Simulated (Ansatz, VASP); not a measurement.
# Ca in VASP and in Ansatz

```
Ca
1.0
     0.00000    2.66973    2.66973
     2.66973    0.00000    2.66973
     2.66973    2.66973    0.00000
Ca
1
Cartesian
  0.0000 0.0000 0.0000
```

Alike in both runs: functional LDA; k mesh 16 × 16 × 16; occupations fermi-dirac, width 0.05 eV; no spin polarisation.

Ansatz relaxed the structure, and its values are those at the end. VASP's run is a single point on that final structure, the one shown.

|  | VASP | Ansatz |
| --- | --- | --- |
| version | VASP 6.6.1 | Ansatz 0.2.0 |
| potentials or method | VASP PAW LDA potentials, release 64 (Ca_sv) | PAW with Ansatz's default frozen-core files, scalar-relativistic |
| plane-wave cutoff (eV) | 520 | 420 |
| valence electrons in the cell | 10 | 10 |

|  | VASP | Ansatz | Ansatz less VASP |
| --- | --- | --- | --- |
| pressure (GPa) | 0.0 | 0.0 | +0.01 |
